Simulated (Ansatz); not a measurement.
**Ca: pressure against volume**

Ca, I4/mmm, a = 4.431 Å, c = 4.412 Å. This isn't the element's structure at ambient conditions. Ansatz: r2SCAN, PAW, 500 eV, Γ-centred 14×14×14 mesh on 1 atom, Gaussian smearing 0.10 eV; no spin polarisation. Shape and atoms are relaxed at each volume; pressure is positive in compression.

| V (Å³/atom) | P (GPa) |
| --- | --- |
| 40.714 | 1.19 |
| 42.014 | 0.56 |
| 43.313 | 0.00 |
| 44.612 | ? |
| 45.912 | -0.94 |

Take V0 = 43.313 Å³/atom, fit the third-order Birch–Murnaghan form to the other rows, and predict the missing pressure.

With the Eulerian strain f = ½[(V0/V)^(2/3) − 1] and y = P/[3f(1 + 2f)^(5/2)], the form is the line y = B0 + 1.5 B0 (B0′ − 4) f. Rows (f, y): 0.02106, 16.99; 0.01025, 17.31; -0.01905, 18.13. Means f = 0.004087, y = 17.477; Σ(Δf)² = 0.0008614, ΣΔfΔy = -0.02440; the slope is their ratio. y = 17.59 − 28.33 f GPa, so B0 = 17.6 GPa and B0′ = 4 + 2 × (-28.33)/(3 × 17.59) = 2.93. At V = 44.612, f = -0.00975, y = 17.866 and P = -0.50 GPa. The run gave -0.50 GPa, the same to the digits shown.